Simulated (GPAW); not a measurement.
InGaAs2:

```
In As Ga
1.0
     4.22500    0.00000    0.00000
     0.00000    4.22500    0.00000
     0.00000    0.00000    5.96215
In As Ga
1 2 1
Direct
  0.00000 0.00000 0.50000
  0.00000 0.50000 0.23153
  0.50000 0.00000 0.76848
  0.50000 0.50000 0.00000
```

The cell comes from a database or a generator and needn't be the stable form of this composition.

| Item | Value |
| --- | --- |
| Program | GPAW 26.7.0 |
| Task | relaxation of cell and atoms |
| Functional | PBEsol |
| Potentials or basis | PAW data sets generated in the run's folder for this functional |
| Cutoff | 600 eV |
| Basis | pw |
| k mesh | 6 × 6 × 4 |
| Occupations | fermi-dirac, width 0.05 eV |
| Spin | no spin polarisation |

At the start: pressure -2.4 GPa; volume 26.61 Å³/atom.

Q: Where does the relaxation end?

A: Over 6 steps the energy falls by 8.8 meV/atom and the volume is 25.50 Å³/atom (-4.2 %); space group P-4m2 (No. 115, to 0.05 Å).

Step by step:
```tsv
step	energy change (eV)	largest force (eV/Å)	pressure (GPa)	volume (Å³)
1	0.0000	0.0441	-2.44	106.43
2	-0.0067	0.0351	-2.22	105.97
3	-0.0348	0.0493	0.13	101.75
4	-0.0350	0.0369	-0.02	101.99
5	-0.0351	0.0281	-0.04	102.01
6	-0.0352	0.0024	-0.03	101.99
```

Final structure:
```xyz
4
Lattice="4.1626 0.0000 0.0000 0.0000 4.1626 0.0000 0.0000 0.0000 5.8863" Properties=species:S:1:pos:R:3 pbc="T T T"
In    0.0000    0.0000    2.9431
As    0.0000    2.0813    1.3642
As    2.0813    0.0000    4.5220
Ga    2.0813    2.0813    0.0000
```

Caveat: later steps reuse the first step's grids.
